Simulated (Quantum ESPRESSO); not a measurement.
Moving the Hubbard U on Ti d in TiC

```cif
data_structure
_symmetry_space_group_name_H-M 'Fm-3m'
_symmetry_Int_Tables_number 225
_cell_length_a 4.3314
_cell_length_b 4.3314
_cell_length_c 4.3314
_cell_angle_alpha 90.000
_cell_angle_beta 90.000
_cell_angle_gamma 90.000
_cell_volume 81.26
loop_
_atom_site_label
_atom_site_type_symbol
_atom_site_symmetry_multiplicity
_atom_site_Wyckoff_symbol
_atom_site_fract_x
_atom_site_fract_y
_atom_site_fract_z
_atom_site_occupancy
Ti1 Ti 4 a 0.00000 0.00000 0.00000 1
C1 C 4 b 0.50000 0.00000 0.00000 1
```

The cell is a database's computed one, not the measured one.

Kept alike: task projected density of states; functional PBEsol; k mesh 11 × 11 × 11; occupations fermi-dirac, width 0.05 eV; no spin polarisation. Program: Quantum ESPRESSO, SSSP 1.3 efficiency PBE, cutoff 748 eV. The mesh is that of the run's cell of 2 atoms. No spin-orbit coupling.

| Hubbard U on Ti d, U (eV) | pressure (GPa) |
| --- | --- |
| 0 | -6.62 |
| 1 | -4.89 |
| 2 | -3.06 |
| 3 | -1.10 |
| 4 | 0.96 |
| 5 | 3.17 |
| 6 | 5.54 |
| 8 | 10.79 |

Pressure is positive in compression; the values hold the error of the finite cutoff, so their zero can differ a little from the energy's minimum. U acts here on a shell without spin polarisation. For a metal such a mesh leaves the last digits unconverged. How U acts hangs on the program's projectors. All rows use potentials made for PBE.

The pressure rises from -6.62 to 10.79 GPa between 0 and 8 eV. U localises the shell and weakens its bonds, so the cell pushes outwards.
